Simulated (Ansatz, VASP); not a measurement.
## Two plane-wave programs on InSb

```xyz
2
Lattice="0.0000 3.0735 3.0735 3.0735 0.0000 3.0735 3.0735 3.0735 0.0000" Properties=species:S:1:pos:R:3 pbc="T T T"
In    0.0000    0.0000    0.0000
Sb    3.0735    3.0735    3.0735
```

Measurements of this composition are mostly on another form, of space group No. 216.

Alike in both runs: task single point; functional PBEsol; k mesh 16 × 16 × 16; occupations gaussian, width 0.15 eV; no spin polarisation.

|  | VASP | Ansatz |
| --- | --- | --- |
| version | VASP 6.6.1 | Ansatz 0.2.0 |
| potentials or method | VASP PAW PBE potentials, release 64 (In_d, Sb) | scalar-relativistic, plane waves, PAW |
| plane-wave cutoff (eV) | 520 | 420 |
| valence electrons in the cell | 18 | 28 |

```tsv
	VASP	Ansatz	Ansatz less VASP
gap on the k mesh at the Fermi level (eV)	none	none	-
pressure (GPa)	-2.7	-2.7	-0.02
```

A gap of «none» marks a metal or a gap that the smearing closes. The functional is the same, so the differences come from potentials, cutoffs and numerics. The two sets of potentials don't hold the same shells in valence.

Caveats: the PAW data sets were made with another functional, which shifts forces and pressure a little (VASP). Spin-orbit coupling is left out, which matters for the levels of Sb.
